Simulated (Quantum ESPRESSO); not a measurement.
AlN:

```xyz
4
Lattice="3.1130 0.0000 0.0000 -1.5565 2.6959 0.0000 0.0000 0.0000 4.9810" Properties=species:S:1:pos:R:3 pbc="T T T"
Al    1.5565    0.8986    2.4905
Al    0.0000    1.7973    0.0000
N     1.5565    0.8986    4.3833
N     0.0000    1.7973    1.8928
```

| Item | Value |
| --- | --- |
| Program | Quantum ESPRESSO 7.5 |
| Task | phonons |
| Functional | PBE |
| Potentials or basis | GBRV 1.5 PBE |
| Cutoff | 612 eV |
| Density cutoff | 4898 eV |
| k mesh | 6 × 6 × 4, shifted |
| Occupations | fermi-dirac, width 0.05 eV |
| Spin | no spin polarisation |
| Target pressure | 40 GPa |
| Mixing beta | 0.5 |
| Most SCF iterations | 120 |
| SCF threshold | 8e-10 Ry |

The cell and the atoms were relaxed first at 40 GPa, to 9.14 Å³/atom (a = 2.991 Å, b = 2.991 Å, c = 4.722 Å, α = 90.00°, β = 90.00°, γ = 120.00°), and the response was taken there.

```yaml
crystal:
  lattice:
    - [2.99053, 0.00000, 0.00000]
    - [-1.49526, 2.58987, 0.00000]
    - [0.00000, 0.00000, 4.72240]
  atoms:
    - { symbol: Al, position: [0.66667, 0.33333, 0.49696] }
    - { symbol: Al, position: [0.33333, 0.66667, 0.99696] }
    - { symbol: N, position: [0.66667, 0.33333, 0.88304] }
    - { symbol: N, position: [0.33333, 0.66667, 0.38304] }
```

The first run showed a gap, so the response started from a second, tighter run with fixed occupations.

Problem. Which infrared line is the strongest?

Solution. The E1 mode at 812 cm⁻¹, with 63.4 (D/Å)²/amu summed over its components.

Optical modes at Γ, degenerate ones joined, polar ones without the macroscopic field:
| cm⁻¹ | components | symmetry | active in | IR intensity, summed ((D/Å)²/amu) |
| --- | --- | --- | --- | --- |
| 234 | 2 | E2 | Raman | 0.00 |
| 603 | 1 | B1 | silent | 0.00 |
| 723 | 1 | A1 | IR and Raman | 36.49 |
| 812 | 2 | E1 | IR and Raman | 63.43 |
| 814 | 2 | E2 | Raman | 0.00 |
| 841 | 1 | B1 | silent | 0.00 |

Zone-centre frequencies without and with the macroscopic field along z (cm⁻¹):
```
                      optical modes in rising order
       without  234 234 603 723 812 812 814 814 841
with the field  234 234 603 812 812 814 814 841 999
```

Born effective charge tensors (e):
atom 1, Al
```
2.51 0.00 0.00
0.00 2.51 0.00
0.00 0.00 2.70
```
atom 2, Al
```
2.51 0.00 0.00
0.00 2.51 0.00
0.00 0.00 2.70
```
atom 3, N
```
-2.53  0.00  0.00
 0.00 -2.53  0.00
 0.00  0.00 -2.70
```
atom 4, N
```
-2.53  0.00  0.00
 0.00 -2.53  0.00
 0.00  0.00 -2.70
```

Electronic dielectric tensor:
```
4.27 0.00 0.00
0.00 4.27 0.00
0.00 0.00 4.48
```

Static dielectric tensor, electrons and zone-centre modes:
```
7.08 0.00 0.00
0.00 7.08 0.00
0.00 0.00 8.55
```

Caveat: the cell is more than 3 GPa from zero pressure, which shifts response properties.
